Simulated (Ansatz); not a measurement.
SrO in the PbO-type structure

Computed with Ansatz (plane waves, PAW, 420 eV cutoff): PBE, scalar-relativistic, no spin polarisation, 8×8×10 k-mesh, Gaussian smearing of 0.05 eV; PAW files: Ansatz's generated set soft_2.

```yaml
crystal:
  lattice:
    - [4.48637, 0.00000, 0.00000]
    - [0.00000, 4.48637, 0.00000]
    - [0.00000, 0.00000, 3.59663]
  atoms:
    - { symbol: Sr, position: [0.50000, 0.00000, 0.27037] }
    - { symbol: Sr, position: [0.00000, 0.50000, 0.72963] }
    - { symbol: O, position: [0.00000, 0.00000, 0.00000] }
    - { symbol: O, position: [0.50000, 0.50000, 0.00000] }
```

The start was a prototype's sites filled with these elements. The Crystallography Open Database lists the compound in space group Fm-3m (rock salt), so this is a trial structure.

The run above is the reference. The same cell was run again with other input settings; several of them aren't fit for production, so the rows show the settings' effect and aren't properties of the material.

| keys changed | outcome | ΔE (meV/atom) | P (GPa) | gap on the mesh (eV) | cell moment (μB) | largest force component (eV/Å) | SCF iterations | rough core-seconds | new warnings |
| --- | --- | --- | --- | --- | --- | --- | --- | --- | --- |
| none (reference) | converged | 0.0 | 0.0 | 2.53 | – | 0.001 | – | – | – |
| kpoints.mp_grid.grid: [8, 8, 10] → [3, 3, 3] | converged | 3.4 | 0.0 | 2.60 | – | 0.003 | 6 | 1.1 | – |
| crystal.symmetry: {"detect": false}; scf.eigensolver.kind: "davidson"; basis.precision: "f64"; hamiltonian.dispersion: "d3bjatm" | converged | – | -1.8 | 2.53 | – | 0.003 | 6 | 50 | – |
| scf.mixing.preconditioner: "none" | converged | 0.0 | 0.0 | 2.53 | – | 0.001 | 6 | 10 | – |
| scf.occupations.width: 0.05 → null; scf.occupations.method: "gaussian" → "tetrahedron_uncorrected" | converged | 0.0 | 0.0 | 2.53 | – | 0.001 | 6 | 8 | band table not solved further |

These changes also left energy (to 0.1 meV/atom), pressure, gap, moment and forces as in the reference: scf.n_extra_bands: 1 | basis.ecutrho_ratio: 4 → 6 | basis.xc_grid: 3.

ΔE is the energy with the smearing extrapolated to zero. It is left out where the change alters the Hamiltonian or the spin treatment. The varied runs start from atomic densities (corrected by the program's trained start where that serves), with the default search for lower states unless a row changes it.

What happens with these changes: basis.ecutwfc: 420 → "600 eV"?

outcome converged, ΔE (meV/atom) -3.0, P (GPa) 0.0, gap on the mesh (eV) 2.53, largest force component (eV/Å) 0.001, SCF iterations 6, rough core-seconds 17.

Changing scf.mixing.preconditioner only steers the path to self-consistency, so the energy stays within 0.5 meV/atom.

The pair part of a dispersion correction pulls inward (a three-body part mostly pushes out), and in metals and ionic crystals with large ions it often overbinds.

1 further run (cut off, refused for memory, with changed atoms or starts, or in doubt) is left out.

Of the reference: Semilocal functionals underestimate band gaps, commonly by a third or more.
